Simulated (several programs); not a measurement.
# BeS (F-43m) from semi-empirical methods to plane-wave DFT

A 2-atom cell of BeS started from a crystallographic database, relaxed with r2SCAN in Ansatz, was computed with several methods. It is cubic, F-43m (No. 216); a = 4.869 Å in the conventional setting, 14.43 Å³ an atom. Be has 4 S at 2.11 Å; S has 4 Be at 2.11 Å. The values are computed, spin-unpolarised, and not measurements.

```cif
data_structure
_symmetry_space_group_name_H-M 'P 1'
_symmetry_Int_Tables_number 1
_cell_length_a 3.4426
_cell_length_b 3.4426
_cell_length_c 3.4426
_cell_angle_alpha 60.000
_cell_angle_beta 60.000
_cell_angle_gamma 60.000
_cell_volume 28.85
loop_
_atom_site_label
_atom_site_type_symbol
_atom_site_fract_x
_atom_site_fract_y
_atom_site_fract_z
_atom_site_occupancy
Be1 Be 0.00000 0.00000 0.00000 1
S1 S 0.25000 0.25000 0.25000 1
```

Gaps and times are for a single point on this cell; volume and bulk modulus come from each method's own relaxation or energy curve at fixed shape. Times are rough, from shared hosts (Arm Neoverse V1; Intel Xeon 6975P-C; NVIDIA H100 80GB HBM3), and each method has its own mesh and cell size. PM6 (MOPAC), PM7 (MOPAC), GFN1-xTB (tblite), GFN2-xTB (tblite) treat a cluster of cells at its zone centre, which samples few k points: where these miss a band edge, the gap comes out too large for that reason alone. Gaps from k meshes are read at a limited set of points (mesh, symmetry points, PBE's band edges), so each method's own least gap may be somewhat smaller. xTB and the PM methods were fitted mostly to molecules, and can miss a solid's gap by electronvolts. Minimal bases can be far off for gaps. PBE/DZVP lies far from plane-wave PBE here, an effect of basis or sampling. Times of the plane-wave ladder aren't listed, since it ran on unlike processors and cards. GLLB-SC's gap includes the derivative discontinuity. G0W0 is at finite bands, cutoff and mesh. d marks a direct gap, i an indirect one (no mark: not told apart), a dash a value that wasn't computed or didn't pass its checks.

```tsv
method	kind	gap (eV)	own volume (Å³/atom)	bulk modulus (GPa)	atoms computed	processor time
PBEsol	semilocal	–	14.15	–	2	–
light PBE (260 eV and a coarse mesh)	light plane-wave	3.14 i	14.56	88	2	0.53 s
PBE	semilocal	3.14 i	14.49	93	2	–
LDA	semilocal	2.92 i	13.79	–	2	–
PBE/single zeta (GPAW)	small basis	4.49 d	–	–	2	2.7 s
GFN1-xTB (tblite)	tight binding	2.27	14.44	106	cluster	3.7 s
G0W0@LDA (140 eV screening cutoff)	many-body	4.32	–	–	2	–
r2SCAN	semilocal	3.59 i	14.43	97	2	–
PBE/SZV (CP2K)	small basis	4.05 d	–	–	2	4.6 s
GLLB-SC (GPAW)	model potential	5.00	–	–	2	5.2 s
GFN2-xTB (tblite)	tight binding	5.37	15.48	76	cluster	5.8 s
PBE/DZVP (CP2K)	small basis	4.40 i	–	–	2	7.6 s
PM6 (MOPAC)	semi-empirical	8.72	–	–	cluster	9.3 s
PM7 (MOPAC)	semi-empirical	7.72	–	–	cluster	11 s
G0W0@r2SCAN (180 eV screening cutoff)	many-body	4.73	–	–	2	–
G0W0@PBE (260 eV screening cutoff)	many-body	4.55	–	–	2	–
G0W0@HSE06 (180 eV screening cutoff)	many-body	4.90	–	–	2	–
LC-ωPBE	hybrid	8.90 i	–	–	2	–
G0W0@PBE0 (180 eV screening cutoff)	many-body	5.08	–	–	2	–
PBE0	hybrid	4.80 i	–	–	2	–
HSE06	hybrid	4.09 i	14.29	–	2	–
Hartree-Fock	exact exchange	10.47 i	–	–	2	–
DDH-PBE0	hybrid	4.39 i	–	–	2	–
```

Against HSE06 (4.09 eV) and with closed or daggered gaps left aside, the nearest gap at the points sampled is that of PBE/SZV (CP2K) (-0.04 eV) and the farthest that of Hartree-Fock (+6.38 eV). HSE06 is only a yardstick of convenience: for gaps this wide it usually falls short of measured ones, so a larger value can be the better one.

Volumes against r2SCAN's: PBEsol -1.9 %, light PBE (260 eV and a coarse mesh) +0.9 %, PBE +0.4 %, LDA -4.4 %, GFN1-xTB (tblite) +0.1 %, GFN2-xTB (tblite) +7.3 %, HSE06 -0.9 %.
